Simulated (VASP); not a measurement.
# MoS2 in VASP: single point with LDA

Aim: the single point of MoS2 with LDA.

All numbers are computed with VASP 6.6.1; they aren't measurements. Logs are shortened: lines on timing, memory, paths and dates and some standing lists are left out, and cuts for length are marked.

## Step 1: The sheet as given

The cell holds a sheet with vacuum, 3 atoms: a = 3.192 Å, b = 3.192 Å, c = 21.130 Å, α = 90.00°, β = 90.00°, γ = 120.00°.

The cell was built by a generator and needn't be a form met in nature.

## Step 2: Single point, LDA, non-collinear spin, zero start, spin-orbit coupling

File INCAR:

```
ALGO = Normal ; EDIFF = 1E-7
ENCUT = 520 ; GGA = CA
GGA_COMPAT = False ; ISIF = 2
ISMEAR = -1 ; LASPH = True
LCHARG = True ; LMAXMIX = 4
LORBIT = 11 ; LREAL = False
LSORBIT = True ; LVACPOTAV = True
LVHAR = True ; LWAVE = False
MAGMOM = 0 0 0 0 0 0 0 0 0 ; NELM = 100
PREC = Accurate ; SIGMA = 0.05
```

File KPOINTS:

```
k-points
0
Gamma
  6 6 1
```

File POSCAR:

```
MoS2
1.0
    3.1916000000      0.0000000000      0.0000000000
   -1.5958000000      2.7640070000      0.0000000000
    0.0000000000      0.0000000000     21.1300000000
S Mo
2 1
Direct
    0.6666670000      0.3333340000      0.4264340000
    0.6666670000      0.3333340000      0.5735650000
    0.3333330000      0.6666670000      0.5000000000
```

Potentials or basis: VASP PAW LDA potentials, release 64 (S, Mo_sv).

Command:

```sh
cat potpaw_LDA.64/S/POTCAR potpaw_LDA.64/Mo_sv/POTCAR > POTCAR
mpirun -np 1 vasp_ncl > vasp.out
```

OUTCAR:

```text
EDIFF = 1E-7
   ENCUT = 520
   GGA = CA
   ISIF = 2
   ISMEAR = -1
   LASPH = True
   LORBIT = 11
   LREAL = False
   LSORBIT = True
   NELM = 100
   PREC = Accurate

 ion  position               nearest neighbor table
   1  0.667  0.333  0.426-   3 2.41   3 2.41   3 2.41
   2  0.667  0.333  0.574-   3 2.41   3 2.41   3 2.41
   3  0.333  0.667  0.500-   2 2.41   2 2.41   2 2.41   1 2.41   1 2.41   1 2.41

  LATTYP: Found a hexagonal cell.
 ALAT       =     3.1916000000
 C/A-ratio  =     6.6205038225

  Lattice vectors:

 A1 = (   3.1916000000,   0.0000000000,   0.0000000000)
 A2 = (  -1.5958000000,   2.7640070000,   0.0000000000)
 A3 = (   0.0000000000,   0.0000000000,  21.1300000000)

Analysis of symmetry for initial positions (statically):
=====================================================================
 Subroutine PRICEL returns:
 Original cell was already a primitive cell.

 Routine SETGRP: Setting up the symmetry group for a
 hexagonal supercell.

 Subroutine GETGRP returns: Found 12 space group operations
 (whereof 12 operations were pure point group operations)
 out of a pool of 24 trial point group operations.

The static configuration has the point symmetry D_3h.

Analysis of symmetry for dynamics (positions and initial velocities):
=====================================================================
 Subroutine PRICEL returns:
 Original cell was already a primitive cell.

 Routine SETGRP: Setting up the symmetry group for a
 hexagonal supercell.

 Subroutine GETGRP returns: Found 12 space group operations
 (whereof 12 operations were pure point group operations)
 out of a pool of 24 trial point group operations.

The dynamic configuration has the point symmetry D_3h.

Analysis of structural, dynamic, and magnetic symmetry:
=====================================================================
 Subroutine PRICEL returns:
 Original cell was already a primitive cell.

 Routine SETGRP: Setting up the symmetry group for a
 hexagonal supercell.

 Subroutine GETGRP returns: Found 12 space group operations
 (whereof 12 operations were pure point group operations)
 out of a pool of 24 trial point group operations.

The overall configuration has the point symmetry D_3h.

 Subroutine INISYM returns: Found 12 space group operations
 (whereof 12 operations are pure point group operations),
 and found     1 'primitive' translations

----------------------------------------------------------------------------------------

                                     Primitive cell

  volume of cell :     186.4005

  direct lattice vectors                    reciprocal lattice vectors
     3.191600000  0.000000000  0.000000000     0.313322471  0.180896792  0.000000000
    -1.595800000  2.764007000  0.000000000     0.000000000  0.361793584  0.000000000
     0.000000000  0.000000000 21.130000000     0.000000000  0.000000000  0.047326077

  length of vectors
     3.191600000  3.191600278 21.130000000     0.361793616  0.361793584  0.047326077

  position of ions in fractional coordinates (direct lattice)
     0.666667000  0.333334000  0.426434000
     0.666667000  0.333334000  0.573565000
     0.333333000  0.666667000  0.500000000

  ion indices of the primitive-cell ions
   primitive index   ion index
                 1           1
                 2           2
                 3           3

----------------------------------------------------------------------------------------

 KPOINTS: k-points

Automatic generation of k-mesh.
 Grid dimensions read from file:
 generate k-points for:    6    6    1

 Generating k-lattice:

[... 58 lines left out ...]
   NUPDOWN=      -1.0000    fix difference up-down
   EMIN   =  10.00;   EMAX   =-10.00  energy-range for DOS
   EFERMI =   0.00;   METHOD = LEGACY
   ISMEAR =    -1;   SIGMA  =   0.05  broadening in eV -4-tet -1-fermi 0-gaus
   EFERMI_NEDOS =   21; number of points for ismear=-14 and -15
   IALGO  =     38    algorithm
   IMIX   =      4    mixing-type and parameters
     AMIX     =   0.40;   BMIX     =  1.00
     AMIX_MAG =   1.60;   BMIX_MAG =  1.00
  volume/ion in A,a.u.               =      62.13       419.30
  Fermi-wavevector in a.u.,A,eV,Ry     =   0.849018  1.604411  9.807510  0.720832
  Thomas-Fermi vector in A             =   1.964773
   LORBIT       =     11    0 simple, 1 ext, 2 COOP (PROOUT), +10 PAW based schemes
   GGA     = CA    functional components
   LHFCALC =     F    Hartree Fock is set to
   AEXX    =    0.0000 exact exchange contribution
   IVDW    =     0    specifies the selected vdW correction
   LEPSILON=     F    determine dielectric tensor
   LRPA    =     F    only Hartree local field effects (RPA)
  energy-cutoff  :      520.00
  volume of cell :      186.40
 maximum number of plane-waves:     10128
   NGX = 11   NGY = 11   NGZ = 79

 number of electron      25.9999999 magnetization       0.0000000      0.0000000      0.0000000

 number of electron      25.9999999 magnetization      -0.0000000     -0.0000000     -0.0000000

 number of electron      25.9999999 magnetization      -0.0000000     -0.0000000      0.0000000

 number of electron      25.9999999 magnetization       0.0000000     -0.0000000      0.0000000

 Free energy of the ion-electron system (eV)
  ---------------------------------------------------
  ext. energy  EPLUGINS =         0.00000000
  ---------------------------------------------------
  free energy    TOTEN  =       -24.40992885 eV

  energy without entropy =      -24.40992882  energy(sigma->0) =      -24.40992884

 E-fermi :  -1.6540     XC(G=0):  -3.6854

 val. band max:       -2.4377776167   @ k =   0.0000   0.0000   0.0000
 cond. band min:      -0.8730773004   @ k =   0.3333   0.3333   0.0000
 fundamental gap:      1.5647003163
 Fermi energy:        -1.6539757960

 k-point     1 :       0.0000    0.0000    0.0000
  band No.  band energies     occupation
      1     -62.9836      1.00000
      2     -62.9836      1.00000
      3     -38.8405      1.00000
      4     -38.8405      1.00000
      5     -36.4523      1.00000
      6     -36.4523      1.00000
[... 359 lines left out ...]
     33       2.3140      0.00000
     34       2.3963      0.00000

------------------------ aborting loop because EDIFF is reached ----------------------------------------

  FORCE on cell =-STRESS in cart. coord.  units (eV):
  Direction    XX          YY          ZZ          XY          YZ          ZX
  --------------------------------------------------------------------------------------
  -------------------------------------------------------------------------------------
  Total       -2.5511794     -2.5511800     -1.4946764      0.0000000      0.0000000      0.0000000
  in kB      -21.9282762    -21.9282813    -12.8472643      0.0000000      0.0000000      0.0000000
  external PRESSURE =     -18.9012740 kB  Pullay stress =       0.0000000 kB

 VOLUME and BASIS-vectors are now :
 -----------------------------------------------------------------------------
  energy-cutoff  :      520.00
  volume of cell :      186.40
      direct lattice vectors                 reciprocal lattice vectors
     3.191600000  0.000000000  0.000000000     0.313322471  0.180896792  0.000000000
    -1.595800000  2.764007000  0.000000000     0.000000000  0.361793584  0.000000000
     0.000000000  0.000000000 21.130000000     0.000000000  0.000000000  0.047326077

 POSITION                                       TOTAL-FORCE (eV/Angst)
 -----------------------------------------------------------------------------------
      1.59580      0.92134      9.01055        -0.000000      0.000000      0.472748
      1.59580      0.92134     12.11943        -0.000000      0.000000     -0.472748
     -0.00000      1.84267     10.56500         0.000000     -0.000000      0.000000
 -----------------------------------------------------------------------------------
    total drift:                                0.002863     -0.003460      0.017638

  FREE ENERGIE OF THE ION-ELECTRON SYSTEM (eV)
  ---------------------------------------------------
  free  energy   TOTEN  =       -24.4099288507 eV

  energy  without entropy=      -24.4099288208  energy(sigma->0) =      -24.40992884

 Spin-Orbit-Coupling matrix elements

 Ion:    1  E_soc:     -0.0023664
 l=   1
     0.0000000    -0.0003818    -0.0004196
    -0.0003818     0.0000000    -0.0003818
    -0.0004196    -0.0003818     0.0000000
 l=   2
     0.0000000     0.0000000     0.0000000     0.0000000     0.0000000
     0.0000000     0.0000000     0.0000000     0.0000000     0.0000000
     0.0000000     0.0000000     0.0000000     0.0000000     0.0000000
     0.0000000     0.0000000     0.0000000     0.0000000     0.0000000
     0.0000000     0.0000000     0.0000000     0.0000000     0.0000000
 l=   3
     0.0000000     0.0000000     0.0000000     0.0000000     0.0000000     0.0000000     0.0000000
     0.0000000     0.0000000     0.0000000     0.0000000     0.0000000     0.0000000     0.0000000
     0.0000000     0.0000000     0.0000000     0.0000000     0.0000000     0.0000000     0.0000000
     0.0000000     0.0000000     0.0000000     0.0000000     0.0000000     0.0000000     0.0000000
[... 29 lines left out ...]
 l=   2
     0.0000000    -0.0005062     0.0000000    -0.0005062    -0.0022389
    -0.0005062     0.0000000    -0.0016620    -0.0004318    -0.0005062
     0.0000000    -0.0016620     0.0000000    -0.0016620     0.0000000
    -0.0005062    -0.0004318    -0.0016620     0.0000000    -0.0005062
    -0.0022389    -0.0005062     0.0000000    -0.0005062     0.0000000
 l=   3
     0.0000000     0.0000000     0.0000000     0.0000000     0.0000000     0.0000000     0.0000000
     0.0000000     0.0000000     0.0000000     0.0000000     0.0000000     0.0000000     0.0000000
     0.0000000     0.0000000     0.0000000     0.0000000     0.0000000     0.0000000     0.0000000
     0.0000000     0.0000000     0.0000000     0.0000000     0.0000000     0.0000000     0.0000000
     0.0000000     0.0000000     0.0000000     0.0000000     0.0000000     0.0000000     0.0000000
     0.0000000     0.0000000     0.0000000     0.0000000     0.0000000     0.0000000     0.0000000
     0.0000000     0.0000000     0.0000000     0.0000000     0.0000000     0.0000000     0.0000000

 total charge

# of ion       s       p       d       tot
------------------------------------------
    1        1.361   2.327   0.000   3.687
    2        1.361   2.327   0.000   3.687
    3        2.293   6.219   3.955  12.467
--------------------------------------------------
tot          5.014  10.872   3.955  19.842

 magnetization (x)

# of ion       s       p       d       tot
------------------------------------------
    1        0.000   0.000   0.000   0.000
    2        0.000   0.000   0.000   0.000
    3        0.000  -0.000   0.000   0.000
--------------------------------------------------
tot          0.000  -0.000   0.000   0.000

 magnetization (y)

# of ion       s       p       d       tot
------------------------------------------
    1        0.000  -0.000   0.000  -0.000
    2        0.000   0.000   0.000   0.000
    3        0.000   0.000   0.000   0.000
--------------------------------------------------
tot          0.000   0.000   0.000   0.000

 magnetization (z)

# of ion       s       p       d       tot
------------------------------------------
    1       -0.000   0.000   0.000   0.000
    2       -0.000   0.000   0.000   0.000
    3        0.000   0.000   0.000   0.000
--------------------------------------------------
tot         -0.000   0.000   0.000   0.000
```

Run time: 1.9 min. Hardware: 1 thread of Intel Xeon 6975P-C (Granite Rapids), shared host; peak memory 0.54 GiB.

Results:

```
Free energy                                           : -24.4099 eV
Largest force                                         : 0.473 eV/Å
Net moment                                            : 0.00 μB per cell
Valence electrons inside the program's atomic spheres : S 3.69; Mo 12.47
```

Forces on the atoms (eV/Å):
```
S    0.000  0.000  0.473
S    0.000  0.000 -0.473
Mo   0.000  0.000  0.000
```

Moments on the atoms (μB; x, y, z):
```
S   0.00 0.00 0.00
S   0.00 0.00 0.00
Mo  0.00 0.00 0.00
```

Caveat: the k mesh is coarse (spacing up to 0.38 Å⁻¹), so the values aren't converged.
